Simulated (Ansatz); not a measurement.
Starting structure of a cell relaxation (symmetry kept):

```
Zr N
1.0
     0.00000    2.30000    2.30000
     2.30000    0.00000    2.30000
     2.30000    2.30000    0.00000
Zr N
1 1
Cartesian
  2.3000 2.3000 2.3000
  0.0000 0.0000 0.0000
```

Method: DFT r2SCAN, scalar-relativistic, plane waves, PAW in Ansatz 0.2.0.

Plane waves to 500 eV, a k mesh through Γ of 16×16×16 on the computed 2-atom cell and Gaussian smearing (0.10 eV); no spin polarisation.

What does it relax to?

The volume falls by 0.11 Å³/atom to 12.06 Å³/atom, and the energy falls by 0.8 meV/atom. Final structure:
```cif
data_structure
_symmetry_space_group_name_H-M 'Fm-3m'
_symmetry_Int_Tables_number 225
_cell_length_a 4.5862
_cell_length_b 4.5862
_cell_length_c 4.5862
_cell_angle_alpha 90.000
_cell_angle_beta 90.000
_cell_angle_gamma 90.000
_cell_volume 96.46
loop_
_atom_site_label
_atom_site_type_symbol
_atom_site_symmetry_multiplicity
_atom_site_Wyckoff_symbol
_atom_site_fract_x
_atom_site_fract_y
_atom_site_fract_z
_atom_site_occupancy
Zr1 Zr 4 b 0.50000 0.00000 0.00000 1
N1 N 4 a 0.00000 0.00000 0.00000 1
```

Spin polarisation was left out, and a magnetic state may lie lower.

Cost: 1 run of about 0.4 core-minutes, on Arm Neoverse V1 (shared hosts).